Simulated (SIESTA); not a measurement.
Rh:

```
Rh
1.0
     2.73098    0.00000    0.00000
    -1.36549    2.36510    0.00000
     0.00000    0.00000    4.42849
Rh
2
Direct
  0.33333 0.66667 0.25000
  0.66667 0.33333 0.75000
```

This isn't the form of Rh at room conditions, which is fcc.

* Program: SIESTA 5.4.2
* Task: relaxation of cell and atoms
* Functional: PBEsol
* Potentials or basis: PseudoDojo 0.4 standard (PBEsol files)
* Basis: DZP (energy shift 0.003 Ry; two zetas on semicore shells)
* Grid cutoff: 800 Ry
* Energy shift: 0.003 Ry
* k mesh: 8 × 8 × 4
* Occupations: fermi-dirac, width 0.05 eV
* Spin: no spin polarisation

At the start: pressure -10.1 GPa; volume 14.30 Å³/atom.

**Question.** How do energy, volume and symmetry change on relaxing?

**Answer.** Over 8 steps the energy falls by 19.6 meV/atom and the volume is 13.76 Å³/atom (-3.8 %); space group P6_3/mmc (No. 194, to 0.05 Å).

The path:
```
step  energy change (eV)  largest force (eV/Å)  pressure (GPa)  volume (Å³)
   1              0.0000                0.0000          -10.08        28.60
   2             -0.0373                0.0000           -0.98        27.63
   3              0.0178                0.0000           15.31        26.23
   4             -0.0379                0.0000            0.02        27.53
   5             -0.0317                0.0000           -0.33        27.55
   6             -0.0391                0.0000           -0.14        27.54
   7             -0.0378                0.0003            2.45        27.29
   8             -0.0392                0.0001            0.00        27.52
```

Final structure:
```
Rh
1.0
     2.70508   -0.00002    0.00000
    -1.35255    2.34266    0.00000
     0.00000    0.00000    4.34311
Rh
2
Direct
  0.33333 0.66666 0.25000
  0.66666 0.33333 0.75000
```

Caveat: the basis of atomic orbitals isn't converged, which shifts pressures, moduli and gaps.
